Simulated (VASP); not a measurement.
Wanted: the native input for a VASP 6.6.1 run.

```yaml
Task: relaxation of cell and atoms
Functional: r2SCAN
Potentials_or_basis: VASP PAW PBE potentials, release 64 (Cd, S)
Cutoff: 600 eV
k_mesh: 9 × 9 × 4
Occupations: gaussian, width 0.03 eV
Spin: no spin polarisation
Further_INCAR_settings: ALGO = Normal; EDIFF = 1e-06; IBRION = 2; EDIFFG = -0.01; NSW = 90; ISIF = 3
```

The structure of CdS (Greenockite) lies in POSCAR:

```
CdS
1.0
    4.1500000000      0.0000000000      0.0000000000
   -2.0750000000      3.5940054257      0.0000000000
    0.0000000000      0.0000000000      6.7370000000
Cd S
2 2
Direct
    0.3333333333      0.6666666667      0.0000000000
    0.6666666667      0.3333333333      0.5000000000
    0.3333333333      0.6666666667      0.3750000000
    0.6666666667      0.3333333333      0.8750000000
```

These files were run (other wordings do the same):

INCAR

```
SYSTEM = CdS
PREC     = Accurate       ! precision mode
ENCUT    = 600            ! plane-wave cutoff, eV
EDIFF    = 1E-6           ! SCF threshold, eV
ISMEAR   = 0              ! smearing method
SIGMA    = 0.03           ! smearing width, eV
LREAL    = .FALSE.        ! projectors in reciprocal space
LASPH    = .TRUE.         ! aspherical terms in the spheres
NELM     = 80             ! most SCF steps
ALGO     = Normal         ! electronic algorithm
ISIF     = 3              ! what is computed and relaxed
LWAVE    = .FALSE.        ! write WAVECAR
LCHARG   = .FALSE.        ! write CHGCAR
METAGGA  = R2SCAN         ! meta-GGA
LMIXTAU  = .TRUE.       
IBRION   = 2              ! ionic algorithm
NSW      = 90             ! ionic steps
EDIFFG   = -0.01          ! ionic threshold
```

KPOINTS

```
regular mesh
0
G
  9 9 4
  0 0 0
```

Potentials or basis: VASP PAW PBE potentials, release 64 (Cd, S).

Run with:

```bash
$ cat potpaw_PBE.64/Cd/POTCAR potpaw_PBE.64/S/POTCAR > POTCAR
$ mpirun -np 1 vasp_std > vasp.out
```

It gave:

| Quantity | Value |
| --- | --- |
| Relaxed volume | 25.52 Å³/atom |
| Relaxed cell | a = 4.167 Å, b = 4.167 Å, c = 6.789 Å, α = 90.00°, β = 90.00°, γ = 120.00° |
| Space group after relaxing (to 0.05 Å) | P6_3mc (No. 186) |
| Energy gained by relaxing | 1.4 meV/atom |
| Ionic steps | 5 |
| Pressure after relaxing | 0.0 GPa |
| Largest force after relaxing | 0.007 eV/Å |
| Band gap on the k mesh | 1.61 eV, direct |

Caveat: the PAW data sets were made with another functional, which shifts forces and pressure a little.

Run time: 9.1 min on 1 thread of Intel(R) Xeon(R) 6975P-C (Granite Rapids) (shared host), peak memory 0.33 GiB.
